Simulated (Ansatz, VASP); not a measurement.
# Two plane-wave programs on MgI2

Contents of INCAR:

```
SYSTEM = MgI2
ALGO = Normal
EDIFF = 1E-7
EDIFFG = -0.01
ENCUT = 600
GGA = PE
IBRION = 2
ISIF = 3
ISMEAR = 0
LASPH = .TRUE.
LCHARG = .FALSE.
LREAL = .FALSE.
LWAVE = .FALSE.
NELM = 100
NSW = 100
PREC = Accurate
SIGMA = 0.02
```

File KPOINTS:

```
k-points
0
G
  6 6 4
  0 0 0
```

The input POSCAR:

```
MgI2
1.0
    4.2080408505      0.0000000029      0.0000000000
   -2.1040204277      3.6442702752      0.0000000000
    0.0000000000      0.0000000000      7.7505660595
Mg I
1 2
Direct
    0.0000000000      0.0000000000      0.0000000000
    0.3333333333      0.6666666667      0.2157418700
    0.6666666667      0.3333333333      0.7842581300
```

Input for Ansatz:

```yaml
crystal:
  lattice:
    - [4.2080408505, 2.9e-09, 0.0]
    - [-2.1040204277, 3.6442702752, 0.0]
    - [0.0, 0.0, 7.7505660595]
  atoms:
    - { symbol: Mg, position: [0.0, 0.0, 0.0] }
    - { symbol: I, position: [0.3333333333, 0.6666666667, 0.21574187] }
    - { symbol: I, position: [0.6666666667, 0.3333333333, 0.78425813] }
basis:
  ecutwfc: 420
kpoints:
  mp_grid: { grid: [6, 6, 4] }
hamiltonian:
  xc: pbe
scf:
  occupations: { method: gaussian, width: 0.02 }
output:
  forces: true
  stress: true
  eigenvalues: true
relax:
  adjacent_minimum: "off"
  f_tol: 0.01
  max_steps: 80
  cell: { stress_tol: 0.05 }
```

Alike in both runs: task relaxation of cell and atoms; functional PBE; k mesh 6 × 6 × 4; occupations gaussian, width 0.02 eV; no spin polarisation.

|  | VASP | Ansatz |
| --- | --- | --- |
| version | VASP 6.6.1 | Ansatz 0.2.0 |
| potentials or method | VASP PAW PBE potentials, release 64 (Mg, I) | scalar-relativistic, plane waves, PAW |
| plane-wave cutoff (eV) | 600 | 420 |
| valence electrons in the cell | 16 | 44 |

```csv
,VASP,Ansatz,Ansatz less VASP
"gap on the k mesh at the Fermi level, each at its own relaxed structure (eV)",3.61,3.63,+0.015
relaxed volume (Å³/atom),39.56,39.62,+0.059
relaxed cell length with the largest relative difference (Å),4.205,4.208,+0.0027
```

The two sets of potentials don't hold the same shells in valence.

Caveats: spin-orbit coupling is left out, which moves the levels of the heavy elements; this functional lacks dispersion, which binds the layers, so the pressure and a relaxed spacing across them are unreliable. A k mesh can miss the band edges. Expect the measured gap to be larger: semilocal functionals such as PBE lack the derivative discontinuity.
